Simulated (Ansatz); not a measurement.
# Where the states of Zr lie

```yaml
crystal:
  lattice:
    - [-1.81000, 1.81000, 1.81000]
    - [1.81000, -1.81000, 1.81000]
    - [1.81000, 1.81000, -1.81000]
  atoms:
    - { symbol: Zr, position: [0.00000, 0.00000, 0.00000] }
```

The geometry is COD entry 9008559, unchecked; take it as a test cell.

Computed with DFT, LDA, all-electron LAPW, scalar-relativistic (Ansatz 0.2.0).

Settings: a Γ-centred 16×16×16 k mesh, Fermi–Dirac smearing of 0.03 eV, basis error target 0.5 meV/atom, no spin polarisation.

States per eV and cell, averaged over 0.4 eV, from -5.4 to 1.6 eV, with energies (bin centres) from the Fermi level; empty bins are left out. The partial columns, the largest 3 alone, are projections on Löwdin-orthogonalised atomic shells (those that the program's projection atoms carry: the occupied ones and, for some elements, an empty d or f shell; other empty shells have no column), summed over atoms of an element. Weights on diffuse s and p shells depend on that basis and aren't pure angular character.

```json
{"E (eV)": "-5.3", "total": "0.01", "Zr 4d": "0.00", "Zr 5s": "0.01", "Zr 4p": "0.00"}
{"E (eV)": "-4.9", "total": "0.06", "Zr 4d": "0.00", "Zr 5s": "0.05", "Zr 4p": "0.00"}
{"E (eV)": "-4.5", "total": "0.10", "Zr 4d": "0.00", "Zr 5s": "0.09", "Zr 4p": "0.00"}
{"E (eV)": "-4.1", "total": "0.13", "Zr 4d": "0.01", "Zr 5s": "0.12", "Zr 4p": "0.00"}
{"E (eV)": "-3.7", "total": "0.18", "Zr 4d": "0.02", "Zr 5s": "0.15", "Zr 4p": "0.01"}
{"E (eV)": "-3.3", "total": "0.24", "Zr 4d": "0.04", "Zr 5s": "0.19", "Zr 4p": "0.01"}
{"E (eV)": "-2.9", "total": "0.40", "Zr 4d": "0.14", "Zr 5s": "0.25", "Zr 4p": "0.01"}
{"E (eV)": "-2.5", "total": "0.91", "Zr 4d": "0.57", "Zr 5s": "0.32", "Zr 4p": "0.01"}
{"E (eV)": "-2.1", "total": "1.15", "Zr 4d": "0.86", "Zr 5s": "0.26", "Zr 4p": "0.02"}
{"E (eV)": "-1.7", "total": "1.50", "Zr 4d": "1.26", "Zr 5s": "0.20", "Zr 4p": "0.02"}
{"E (eV)": "-1.3", "total": "0.76", "Zr 4d": "0.68", "Zr 5s": "0.05", "Zr 4p": "0.01"}
{"E (eV)": "-0.9", "total": "0.71", "Zr 4d": "0.67", "Zr 5s": "0.01", "Zr 4p": "0.01"}
{"E (eV)": "-0.5", "total": "2.46", "Zr 4d": "2.36", "Zr 5s": "0.03", "Zr 4p": "0.02"}
{"E (eV)": "-0.1", "total": "1.83", "Zr 4d": "1.65", "Zr 5s": "0.09", "Zr 4p": "0.02"}
{"E (eV)": "0.3", "total": "2.22", "Zr 4d": "1.86", "Zr 5s": "0.21", "Zr 4p": "0.02"}
{"E (eV)": "0.7", "total": "1.29", "Zr 4d": "1.09", "Zr 5s": "0.09", "Zr 4p": "0.01"}
{"E (eV)": "1.1", "total": "0.55", "Zr 4d": "0.43", "Zr 5s": "0.03", "Zr 4p": "0.00"}
{"E (eV)": "1.5", "total": "0.35", "Zr 4d": "0.31", "Zr 5s": "0.01", "Zr 4p": "0.00"}
```

(1) Which of the resolved shells contributes most within 0.3 eV of the Fermi level?

(2) Where is the centre of the filled Zr 4d states between -14 eV and the top of the filled states?

## Answers

(1) Zr 4d, with 88 % of all states there; Zr 5s follows with 6 %.

(2) -1.08 eV from the Fermi level.
